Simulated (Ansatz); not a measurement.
AlAu in Ansatz: the effect of functional

The system is AlAu.

```
Au Al
1.0
     3.28717    0.00000    0.00000
     0.00000    3.28717    0.00000
     0.00000    0.00000    3.28717
Au Al
1 1
Direct
  0.50000 0.50000 0.50000
  0.00000 0.00000 0.00000
```

The cell comes from a database or a generator and needn't be the stable form of this composition.

The cell isn't the ideal one: volume scaled by 1.06.

Alike in all runs:

| Quantity | Value |
| --- | --- |
| Program | Ansatz 0.2.0 |
| Task | single point |
| Potentials or basis | Ansatz PAW |
| k mesh | 8 × 8 × 8 |
| Occupations | fermi-dirac, width 0.05 eV |
| Spin | no spin polarisation |

Problem. One run gave: pressure -12.1 GPa. Which functional did it use?
A. r2SCAN
B. LDA
C. PBEsol

Solution. B.

```tsv
functional	cutoff	pressure (GPa)
LDA	420 eV (not typed: the program's choice for these potentials)	-12.1
PBEsol	420 eV (not typed: the program's choice for these potentials)	-9.8
r2SCAN	500 eV (not typed: the program's choice for these potentials)	-9.8
```

Caveats: the PAW data sets come from PBE, with cores solved anew for the run's functional, which leaves a small shift of forces and pressure.
